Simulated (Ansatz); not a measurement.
Results of PBEsol-D3(BJ) in Ansatz (plane waves, PAW) for rock-salt LiI.

The run printed, among other lines:

```
Crystal: 2 atoms, lattice volume = 49.864 Å³
Basis set: ecut = 520 eV, 1363 PW (Γ), exchange–correlation on 64×64×64 points (8 copies of the dense FFT grid, shifted against one another)
Bands: 14, of which v1, the nominal top of the filled ones, is band 10 counted from 1 (9 counted from 0)
Symmetry: 48 space group operations
Space group: Fm-3m (ITA 225), of the structure as read, at distance tolerance 3.7e-5 Å
k-points: 47 of 1000
Functional: x = pbesol(κ = 0.804, μ = 0.12345679012345678), c = pbesol(β = 0.046)
SCF iter   1: F=—  HF=-7638.251060 eV  |F-HF|=—  |Δ(HF+E_count)|=         —  Δρ=2.33e-3  dr2=2.62e-3
SCF iter   2: F=—  HF=-7638.249106 eV  |F-HF|=—  |Δ(HF+E_count)|=   1.95e-3  Δρ=1.13e-3  dr2=5.40e-4
  ...
SCF iter   8: F=—  HF=-7638.249075 eV  |F-HF|=—  |Δ(HF+E_count)|=   9.82e-9  Δρ=5.83e-7  dr2=3.66e-10
SCF iter   9: F=-7638.249075 eV  HF=-7638.249075 eV  |F-HF|=5.46e-12  |Δ(HF+E_count)|=  1.91e-10  Δρ=4.63e-8  dr2=2.14e-12
SCF 1 converged in 9 iterations: F = -7638.249075 eV  dr2 = 2.14e-12
SCF converged after 9 iterations
Free energy (F): -7638.249075 eV
Internal energy: -7638.249075 eV  (E = F + TS)
E sigma→0 (E₀):  -7638.249075 eV
Fermi energy:    7.105635 eV
--- Forces (eV/Å), atoms counted from 1 ---
  atom   1  Li    -0.00000000     0.00000000    -0.00000000
  atom   2  I      0.00000000    -0.00000000     0.00000000
--- Stress (GPa, compression-positive) ---
       -0.957092      -0.000000      -0.000000
       -0.000000      -0.957092       0.000000
       -0.000000      -0.000000      -0.957092
  P = ⅓ Tr σ = -0.9571 GPa (-9.571 kbar)
```

### Question
Write an input file that could have produced this run (the log leaves some choices open).

### Answer
Several could match; the one computed here: 
Ansatz 0.2 input:
```yaml
crystal:
  lattice:
    - [0.0, 2.9213565728, 2.9213565728]
    - [2.9213565728, 0.0, 2.9213565728]
    - [2.9213565728, 2.9213565728, 0.0]
  atoms:
    - { symbol: Li, position: [0.0, 0.0, 0.0] }
    - { symbol: I, position: [0.5, 0.5, 0.5] }
basis:
  ecutwfc: 520
  ecutrho_ratio: 4
  xc_grid: 2
kpoints:
  mp_grid: { grid: [10, 10, 10] }
hamiltonian:
  xc: pbesol
  dispersion: d3bj
  pseudopotentials: { kind: paw }
scf:
  occupations: { method: fermi_dirac, width: 0.01 }
  convergence: { dr2_threshold: 0.0000000002 }
output:
  forces: true
  stress: true
  eigenvalues: true
```

The cell is one volume of an energy–volume scan, off the minimum.

The PAW data were made under PBE.

Ansatz is an electronic-structure program.
